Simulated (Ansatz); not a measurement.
A generator proposed this cell of Fe4Pt.

```yaml
crystal:
  lattice:
    - [-2.89564, 2.89564, 1.83136]
    - [2.89564, -2.89564, 1.83136]
    - [2.89564, 2.89564, -1.83136]
  atoms:
    - { symbol: Fe, position: [0.70000, 0.90000, 0.60000] }
    - { symbol: Fe, position: [0.30000, 0.10000, 0.40000] }
    - { symbol: Fe, position: [0.10000, 0.70000, 0.80000] }
    - { symbol: Fe, position: [0.90000, 0.30000, 0.20000] }
    - { symbol: Pt, position: [0.50000, 0.50000, 0.00000] }
```

All numbers below come from DFT PBE, scalar-relativistic, plane waves, PAW (Ansatz 0.2.0). Settings: cutoff 420 eV, Γ-centred mesh 6×6×6 on the computed 5-atom cell, Gaussian smearing of 0.10 eV; collinear spin from starting moments 4.0 4.0 4.0 4.0 0.0 μB.

The zero of energy is the elements' standard structures at the same level; no fitted shifts are applied.

Task: Estimate its pressure, forces and energy as it stands.

Result: The pressure is 9.4 GPa (the mean over three directions, positive in compression), the largest force is 0.37 eV/Å, and the energy is +0.01 eV/atom against the elements. The shortest distance is 2.59 Å.

Task: How much does it gain on relaxing, and where does it end?

Result: Relaxing gains under 0.1 eV/atom (the start's value is from the coarse mesh, so the gain is rough) in 21 ionic steps and ends at −0.08 eV/atom on the finer mesh. The symmetry stays I4/m (No. 87). The volume per atom grows by 3.5 %, from 12.3 to 12.7 Å³. The shortest distance goes from 2.59 Å (Fe–Pt and Fe–Fe) to 2.49 Å (Fe–Fe). The ratio c/a of the conventional cell changes by a factor of 0.70. Conventional cell: a = 6.609 Å, c = 2.911 Å. Around Fe lie 6 Fe at 2.49–2.52 Å, 2 Pt at 2.62 Å, 3 Fe at 2.86–2.91 Å, 1 Pt at 2.88 Å and 2 Fe at 3.08 Å; Pt has 8 Fe at 2.62 Å, 4 Fe at 2.88 Å and 2 Pt at 2.91 Å.

The last run used collinear spin, a 14×14×14 mesh for its 5-atom cell and Gaussian smearing of 0.10 eV. Spin–orbit coupling, which can matter for Pt, is left out. Another magnetic order may lie lower. The relaxation can't lower the symmetry of the start. A structure relaxed within its symmetry needn't be a true minimum.
